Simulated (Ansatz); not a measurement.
LiH, DFT, PBE, PAW with Ansatz's default frozen-core files, scalar-relativistic (Ansatz 0.2.0), run on 1 thread of Intel(R) Xeon(R) 6975P-C (Granite Rapids) on a shared host.

The structure comes from a relaxation in the same program, started in the zincblende type, and has space group F-43m. Whether it is a known phase or the ground state wasn't checked.

Command: `ansatz run input.yaml --threads 1 --pin off --max-ram 2048MiB --backend cpu --events-out ev --progress --plain --runs-dir out`

```yaml
crystal:
  lattice:
    - [0.0, 2.1448521955, 2.1448521955]
    - [2.1448521955, 0.0, 2.1448521955]
    - [2.1448521955, 2.1448521955, 0.0]
  atoms:
    - { symbol: Li, position: [0.0, 0.0, 0.0] }
    - { symbol: H, position: [0.25, 0.25, 0.25] }
kpoints:
  mp_grid: { grid: [13, 13, 13] }
  band_path:
    path:
      - [0.0, 0.0, 0.0]
      - [-0.5, -0.5, 0.0]
      - [-0.375, -0.375, 0.25]
      - [-0.375, 0.0, 0.375]
      - [0.0, 0.0, 0.0]
      - [0.0, 0.0, 0.5]
      - [-0.5, -0.25, 0.25]
      - [-0.5, -0.5, 0.0]
    npoints: 14
scf:
  occupations: { method: fermi_dirac, width: 0.05 }
hamiltonian:
  xc: pbe
  pseudopotentials: { kind: paw }
output:
  forces: true
  stress: true
  eigenvalues: true
  efg: { contact_densities: true }
  populations: true
  bader: true
  dos: { projected: true, de: 0.2, e_range: [-14, 8] }
  write_density: true
  write_potential: true
  elf: true
  volumetric_format: npy
```

(1) How large is the problem that the program sets up?

(2) Estimate the wall time.

(3) And the same cell and mesh by full-potential LAPW, asked for forces, stress, eigenvalues, populations, dos and the same band path, on the same hardware?

(4) And the same cell and mesh by crystal-made all-electron datasets, asked for forces, stress, eigenvalues, efg and the same band path, on the same hardware?

## Answers

(1) 84 irreducible k-points, 387 plane waves at Γ, 6 bands.

(2) 7.2 s of wall time for 6 SCF iterations. Times on shared machines scatter by tens of per cent.

(3) 3.2 s.

(4) 3.4 s.
